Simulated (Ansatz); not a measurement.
# Te (Te, hcp): the cost of one run

Program: Ansatz 0.2.0. Level of theory: DFT revPBE, plane waves (420 eV) with PAW, scalar-relativistic; PBE-made PAW files. These are calculated values, not measurements.

## (1) The structure to begin with

Symmetry: P6_3/mmc, No. 194, hexagonal system. The conventional cell has a = 3.442 Å, b = 3.442 Å, c = 5.621 Å, α = 90.00°, β = 90.00°, γ = 120.00°. Te (site symmetry -6m2) is surrounded by 12 Te at 3.44 Å.

Structure file:

```
Te
1.0
     3.44206    0.00000    0.00000
    -1.72103    2.98092    0.00000
     0.00000    0.00000    5.62089
Te
2
Direct
  0.33333 0.66667 0.25000
  0.66667 0.33333 0.75000
```

## (2) Relaxation of the cell

input.yaml reads:

```yaml
crystal:
  lattice:
    - [3.4420649897, 0.0, 0.0]
    - [-1.7210324948, 2.9809157225, 0.0]
    - [0.0, 0.0, 5.6208921281]
  atoms:
    - { symbol: Te, position: [0.3333333333, 0.6666666667, 0.25] }
    - { symbol: Te, position: [0.6666666667, 0.3333333333, 0.75] }
hamiltonian:
  xc: revpbe
  pseudopotentials:
    kind: paw
    azcp:
      Te: "pseudopotentials/Te.paw.azcp"
basis:
  ecutwfc: 420
  fft_grid_basis: typed
kpoints:
  mp_grid: { grid: [11, 11, 6], shift: [0, 0, 0] }
magnetization:
  spin_polarized: false
scf:
  occupations: { method: fermi_dirac, width: 0.1 }
relax:
  max_steps: 60
  f_tol: 0.01
  cell: {}
output:
  write_density: true
  write_potential: true
  elf: true
  volumetric_format: npy
```

**Question.** How long does this run take on 2 threads of an Arm CPU, shared host, and how much memory does it need?

About 18 s, with a peak of 0.38 GiB.
